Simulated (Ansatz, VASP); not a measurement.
## Two plane-wave programs on BP

Contents of INCAR:

```
  PREC = Accurate
  ENCUT = 520
  EDIFF = 1E-6
  ISMEAR = 0
  SIGMA = 0.05
  LREAL = F
  LASPH = T
  NELM = 60
  ALGO = Normal
  ISIF = 2
  LWAVE = F
  LCHARG = F
  GGA = PE
  NBANDS = 11
```

File KPOINTS:

```
regular mesh
0
Gamma
  10 10 10
```

File POSCAR:

```
BP
1.0
    0.0000000000      2.2400395891      2.3423764231
    2.2400395891      0.0000000000      2.3423764231
    2.2400395891      2.2400395891      0.0000000000
B P
1 1
Direct
    0.0000000000      0.0000000000      0.0000000000
    0.7500000000      0.7500000000      0.7500000000
```

Input for Ansatz:

```yaml
crystal:
  lattice:
    - [0.0, 2.2400395891, 2.3423764231]
    - [2.2400395891, 0.0, 2.3423764231]
    - [2.2400395891, 2.2400395891, 0.0]
  atoms:
    - { symbol: B, position: [0.0, 0.0, 0.0] }
    - { symbol: P, position: [0.75, 0.75, 0.75] }
basis:
  ecutwfc: 420
kpoints:
  mp_grid: { grid: [10, 10, 10] }
hamiltonian:
  xc: pbe
scf:
  occupations: { method: gaussian, width: 0.05 }
output:
  forces: true
  stress: true
  eigenvalues: true
```

Change from the starting cell: strain -0.015 along x and y, +0.030 along z, atoms carried along.

Alike in both runs: task single point; functional PBE; k mesh 10 × 10 × 10; occupations gaussian, width 0.05 eV; no spin polarisation.

|  | VASP | Ansatz |
| --- | --- | --- |
| version | VASP 6.6.1 | Ansatz 0.2.0 |
| potentials or method | VASP PAW PBE potentials, release 64 (B, P) | scalar-relativistic, plane waves, PAW |
| plane-wave cutoff (eV) | 520 | 420 |
| valence electrons in the cell | 8 | 8 |

```csv
,VASP,Ansatz,Ansatz less VASP
gap on the k mesh at the Fermi level (eV),0.91,0.92,+0.004
least direct gap on the mesh (eV),3.17,3.17,+0.004
pressure (GPa),-0.1,0.1,+0.23
largest component of the traceless stress (GPa),8.42,8.40,-0.013
```

The functional is the same, so the differences come from potentials, cutoffs and numerics.

A k mesh can miss the band edges.
